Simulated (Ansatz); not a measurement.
Ti in Ansatz: the effect of functional

Ti:

```
Ti
1.0
     0.00000    1.98856    1.98856
     1.98856    0.00000    1.98856
     1.98856    1.98856    0.00000
Ti
1
Direct
  0.00000 0.00000 0.00000
```

This isn't the form of Ti at room conditions, which is hcp.

The cell isn't the ideal one: volume scaled by 0.94.

Alike in all runs:

```yaml
Program: Ansatz 0.2.0
Task: single point
Potentials_or_basis: Ansatz PAW
k_mesh: 11 × 11 × 11
Occupations: fermi-dirac, width 0.05 eV
Spin: no spin polarisation
```

```tsv
functional	cutoff	pressure (GPa)
LDA	420 eV (not typed: the program's choice for these potentials)	2.1
PBEsol	420 eV (not typed: the program's choice for these potentials)	7.2
r2SCAN	500 eV (not typed: the program's choice for these potentials)	?
```

Q: What does the run with functional r2SCAN give?

A: Pressure 12.6 GPa.

Caveats: the PAW data sets come from PBE, with cores solved anew for the run's functional, which leaves a small shift of forces and pressure.
